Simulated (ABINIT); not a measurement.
# AlN (P6_3mc) in ABINIT: further runs, part 2 of 2

ABINIT 10.8.3 (patched build). Earlier steps stand in the parts before.

### Step 3. Band structure, TB-mBJ

The input, run.abi:

```
# Datasets: ground state, then fixed potential
ndtset 2

# Pseudopotentials
pp_dirpath "./"
pseudos "Al.LDA_PW-JTH.xml, N.LDA_PW-JTH.xml"

# Structure
acell 5.882717426 5.882717426 9.4127258268
rprim
     1.0000000000     0.0000000000     0.0000000000
    -0.5000000000     0.8660254038     0.0000000000
     0.0000000000     0.0000000000     1.0000000000
ntypat 2
znucl 13 7
natom 4
typat 1 1 2 2
xred
     0.6666666667     0.3333333333     0.5000000000
     0.3333333333     0.6666666667     0.0000000000
     0.6666666667     0.3333333333     0.8800000000
     0.3333333333     0.6666666667     0.3800000000

# Plane-wave basis
ecut 31.0
pawecutdg 53.0

# Exchange and correlation
ixc -208012
usekden 1
pawxcdev 0

# Bands and occupations
occopt 3
tsmear 0.05 eV

# SCF cycle
nstep 100
diemix 0.3
optforces 0
optstress 0

# Output
iomode 3
prtwf 0
prteig 0
prtebands 0
prtden1 1
prtkden1 1

# Dataset 1
kptopt1 1
ngkpt1 8 8 5
nshiftk1 1
shiftk1 0.0 0.0 0.0
nband1 12
tolvrs1 1.0e-7

# Dataset 2: bands along G-M-K-G-A-L-H-A
iscf2 -2
getden2 1
getkden2 1
nband2 18
nbdbuf2 4
tolwfr2 1.0e-11
kptopt2 -7
ndivsm2 6
prteig2 1
prtvol2 -3
kptbounds2
     0.0000000000     0.0000000000     0.0000000000
     0.5000000000     0.0000000000     0.0000000000
     0.3333333333     0.3333333333     0.0000000000
     0.0000000000     0.0000000000     0.0000000000
     0.0000000000     0.0000000000     0.5000000000
     0.5000000000     0.0000000000     0.5000000000
     0.3333333333     0.3333333333     0.5000000000
     0.0000000000     0.0000000000     0.5000000000
```

Potentials or basis: JTH PAW LDA v2.0.

On the command line:

```
$ abinit run.abi > log 2>&1
```

run.abo:

```text
.Version 10.8.3 of ABINIT
 DATASET    1 : space group P6_3 m c (#186); Bravais hP (primitive hexag.)
================================================================================
 Values of the parameters that define the memory need for DATASET  1.
     intxc =       0    ionmov =       0      iscf =       7    lmnmax =       8
     lnmax =       4     mgfft =      48  mpssoang =       2    mqgrid =    3085
     natom =       4  nloc_mem =       2    nspden =       1   nspinor =       1
    nsppol =       1      nsym =      12    n1xccc =       1    ntypat =       2
    occopt =       3   xclevel =       2
       mpw =        2370          nfft =       43200          nkpt =          30
 PAW method is used; the additional fine FFT grid is defined by:
   mgfftf=        64    nfftf =    102400
================================================================================
================================================================================

 DATASET    2 : space group P6_3 m c (#186); Bravais hP (primitive hexag.)
================================================================================
 Values of the parameters that define the memory need for DATASET  2.
     intxc =       0    ionmov =       0      iscf =      -2    lmnmax =       8
     lnmax =       4     mgfft =      48  mpssoang =       2    mqgrid =    3085
     natom =       4  nloc_mem =       2    nspden =       1   nspinor =       1
    nsppol =       1      nsym =      12    n1xccc =       1    ntypat =       2
[... 1115 lines left out ...]
  -0.26600   -0.26600    0.16351    0.16351    0.24911    0.24911    0.25579    0.25579
   0.57103    0.57103    0.69633    0.69633    0.76049    0.76049    0.76217    0.76217
   0.98051    0.98340
 kpt#  66, nband= 18, wtk=  1.00000, kpt=  0.0256  0.0256  0.5000 (reduced coord)
  -0.26812   -0.26812    0.16436    0.16436    0.25620    0.25620    0.25809    0.25809
   0.56432    0.56432    0.70940    0.70940    0.75476    0.75476    0.75584    0.75584
   0.99441    0.99961
 kpt#  67, nband= 18, wtk=  1.00000, kpt=  0.0000  0.0000  0.5000 (reduced coord)
  -0.26883   -0.26883    0.16455    0.16455    0.25886    0.25886    0.25886    0.25886
   0.56171    0.56171    0.71590    0.71590    0.75235    0.75235    0.75235    0.75235
   1.00871    1.01176

== END DATASET(S) ==============================================================
================================================================================

 -outvars: echo values of variables after computation  --------
            acell      5.8827174260E+00  5.8827174260E+00  9.4127258268E+00 Bohr
           etotal1    -1.7474068752E+01
            fcart1     9.9999999999E+99  9.9999999999E+99  9.9999999999E+99
                       9.9999999999E+99  9.9999999999E+99  9.9999999999E+99
                       9.9999999999E+99  9.9999999999E+99  9.9999999999E+99
                       9.9999999999E+99  9.9999999999E+99  9.9999999999E+99
            rprim      1.0000000000E+00  0.0000000000E+00  0.0000000000E+00
                      -5.0000000000E-01  8.6602540380E-01  0.0000000000E+00
                       0.0000000000E+00  0.0000000000E+00  1.0000000000E+00
           strten1     9.9999999999E+99  9.9999999999E+99  9.9999999999E+99
                       9.9999999999E+99  9.9999999999E+99  9.9999999999E+99
           xangst      1.5564999990E+00  8.9864569341E-01  2.4904999983E+00
                      -2.5325496290E-17  1.7972913868E+00  0.0000000000E+00
                       1.5564999990E+00  8.9864569341E-01  4.3832799970E+00
                      -2.5325496290E-17  1.7972913868E+00  1.8927799987E+00
             xred      6.6666666667E-01  3.3333333333E-01  5.0000000000E-01
                       3.3333333333E-01  6.6666666667E-01  0.0000000000E+00
                       6.6666666667E-01  3.3333333333E-01  8.8000000000E-01
                       3.3333333333E-01  6.6666666667E-01  3.8000000000E-01
 Calculation completed.
```

It took 4.1 min on 1 thread of Intel Xeon 6975P-C (Granite Rapids), shared host; peak memory 0.18 GiB.

What came out:

```yaml
Band_gap_on_the_k_mesh: 5.49 eV, direct
Band_gap_along_the_path: 5.49 eV, direct
Valence_electrons_inside_the_program's_atomic_spheres: Al 0.83; N 2.63
```

Levels at the corners of the path, in eV from the valence-band top:
```
point  band 4  band 5  band 6  band 7  band 8  band 9  band 10  band 11  band 12  band 13
    Γ   -0.87   -0.87   -0.17   -0.17    0.00    5.49     8.05    12.36    12.61    12.61
    M   -3.94   -3.19   -2.07   -1.63   -0.70    7.44     7.53     9.51    11.99    12.45
    K   -3.58   -3.58   -2.31   -2.29   -2.29    6.87    10.04    11.30    11.30    13.02
    Γ   -0.87   -0.87   -0.17   -0.17    0.00    5.49     8.05    12.36    12.61    12.61
    A   -3.10   -0.53   -0.53   -0.53   -0.53    7.71     7.71    11.91    11.91    12.90
    L   -5.23   -1.45   -1.45   -1.34   -1.34    6.91     6.91    10.79    10.79    13.50
    H   -4.56   -3.55   -3.55   -0.85   -0.85    9.14     9.14     9.36     9.36    13.46
    A   -3.10   -0.53   -0.53   -0.53   -0.53    7.71     7.71    11.91    11.91    12.90
```

Caveat: the constant c of TB-mBJ comes from the pseudo density here, which moves gaps by up to 0.3 eV between sets of potentials.

### Step 4. Comparison with measurements

Step 2. Measured gap of AlN: 6.034 eV (an exciton energy, a little under the gap; 10 K; quoted in “Self-assembly of well-separated AlN nanowires directly on sputtered metallic TiN films”, 2019, arxiv:1910.07391). This calculation gives 5.49 eV (-0.54 eV). 2 values of this kind are on record (6.034 to 6.0343 eV); this one was drawn at random. The value is that of TB-mBJ, without temperature or zero-point motion.

Step 3. A measured gap of AlN is 6.034 eV (an exciton energy, a little under the gap; 10 K; quoted in “Self-assembly of well-separated AlN nanowires directly on sputtered metallic TiN films”, 2019, arxiv:1910.07391); the calculated 5.49 eV misses it by -0.54 eV. 2 values of this kind are on record (6.034 to 6.0343 eV); this one was drawn at random. The value is that of TB-mBJ, without temperature or zero-point motion.
